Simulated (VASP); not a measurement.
Crystal: Ir.

```
Ir
1.0
    -1.52549    1.52549    1.52549
     1.52549   -1.52549    1.52549
     1.52549    1.52549   -1.52549
Ir
1
Direct
  0.00000 0.00000 0.00000
```

This isn't the form of Ir at room conditions, which is fcc.

- Program: VASP 6.6.1
- Task: relaxation of cell and atoms
- Functional: r2SCAN
- Dispersion: rVV10
- Potentials or basis: VASP PAW PBE potentials, release 64 (Ir)
- Cutoff: 600 eV
- k mesh: 20 × 20 × 20
- Occupations: gaussian, width 0.1 eV
- Spin: no spin polarisation

At the start: pressure 13.9 GPa; volume 14.20 Å³/atom.

Task: How do energy, volume and symmetry change on relaxing?

Result: Over 4 steps the energy falls by 22.4 meV/atom and the volume is 14.74 Å³/atom (+3.8 %); space group Im-3m (No. 229, to 0.05 Å).

Step by step:
```tsv
step	energy change (eV)	largest force (eV/Å)	pressure (GPa)	volume (Å³)
1	0.0000	0.0000	13.95	14.20
2	0.2338	0.0000	-32.98	16.89
3	-0.0223	0.0000	-0.78	14.77
4	-0.0224	0.0000	-0.04	14.74
```

Final structure:
```cif
data_structure
_symmetry_space_group_name_H-M 'P 1'
_symmetry_Int_Tables_number 1
_cell_length_a 2.6752
_cell_length_b 2.6752
_cell_length_c 2.6752
_cell_angle_alpha 109.471
_cell_angle_beta 109.471
_cell_angle_gamma 109.471
_cell_volume 14.74
loop_
_atom_site_label
_atom_site_type_symbol
_atom_site_fract_x
_atom_site_fract_y
_atom_site_fract_z
_atom_site_occupancy
Ir1 Ir 0.00000 0.00000 0.00000 1
```

Caveat: the PAW data sets were made with another functional, which shifts forces and pressure a little.
